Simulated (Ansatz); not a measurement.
# Ti3W2: the cost of one run

Method: DFT PBE, scalar-relativistic, plane waves, PAW, in Ansatz 0.2.0.

1 further run of the same task is left out (it didn't finish).

## Step 1: The structure to begin with

Symmetry: I4/mmm, No. 139, tetragonal system. Conventional cell: a = 2.684 Å, b = 2.684 Å, c = 23.068 Å, α = 90.00°, β = 90.00°, γ = 90.00°. Ti (site symmetry 4mm) is surrounded by 8 Ti at 2.68 to 2.99 Å and 4 W at 3.00 Å. Ti (site symmetry 4/mmm) is surrounded by 4 Ti at 2.68 Å and 8 W at 2.97 Å. Around W (site symmetry 4mm) lie 4 W at 2.68 Å and 8 Ti at 2.97 to 3.00 Å.

Coordinates:

```
CELL_PARAMETERS angstrom
-1.34202 1.34202 11.53400
1.34202 -1.34202 11.53400
1.34202 1.34202 -11.53400
ATOMIC_POSITIONS crystal
Ti 0.69988 0.69988 0.00000
Ti 0.30012 0.30012 0.00000
Ti 0.50000 0.50000 0.00000
W 0.90099 0.90099 0.00000
W 0.09901 0.09901 0.00000
```

The cell was relaxed beforehand at this level, from a generated guess; it needn't be the stable form of this composition. At a tolerance of 0.05 Å it has space group I4/mmm (No. 139); it has 16.62 Å³/atom, an uncorrected energy of +0.15 eV/atom over the elements.

## Step 2: Bands, states and charges

Input file input.yaml:

```yaml
crystal:
  lattice:
    - [-1.3420223552, 1.3420223552, 11.5340044018]
    - [1.3420223552, -1.3420223552, 11.5340044018]
    - [1.3420223552, 1.3420223552, -11.5340044018]
  atoms:
    - { symbol: Ti, position: [0.6998751285, 0.6998751285, 0.0] }
    - { symbol: Ti, position: [0.3001248715, 0.3001248715, 0.0] }
    - { symbol: Ti, position: [0.5, 0.5, 0.0] }
    - { symbol: W, position: [0.9009909462, 0.9009909462, 0.0] }
    - { symbol: W, position: [0.0990090538, 0.0990090538, 0.0] }
basis:
  ecutwfc: 420
kpoints:
  mp_grid: { grid: [20, 20, 20] }
  band_path:
    path:
      - [[0.0, 0.0, 0.0], [0.0, 0.0, 0.5], [0.25, 0.25, 0.25], [0.0, 0.5, 0.0], [0.0, 0.0, 0.0], [0.5, 0.5, -0.5], [0.25338454, 0.74661546, -0.25338454]]
      - [[-0.25338454, 0.25338454, 0.25338454], [0.0, 0.0, 0.0]]
      - [[0.0, 0.0, 0.5], [-0.00676907, 0.00676907, 0.5]]
      - [[0.5, 0.5, -0.00676907], [0.5, 0.5, -0.5]]
    npoints: 14
hamiltonian:
  xc: pbe
scf:
  occupations: { method: gaussian, width: 0.1 }
  n_extra_bands: 12
output:
  forces: true
  stress: true
  eigenvalues: true
  populations: true
  dos: { projected: true, de: 0.02, nscf_kmesh: { grid: [24, 24, 24] } }
  bader: true
  write_density: true
  write_potential: true
  elf: true
  volumetric_format: npy
```

Run with:

```bash
$ ansatz run input.yaml --threads 4 --pin off --max-ram 8192MiB --backend cpu --events-out ev --progress --plain --runs-dir out
```

Q: Estimate wall time and peak memory on 4 threads of Intel Xeon at 2.70GHz, shared host.

About 2.2 min, with a peak of 2.6 GiB.
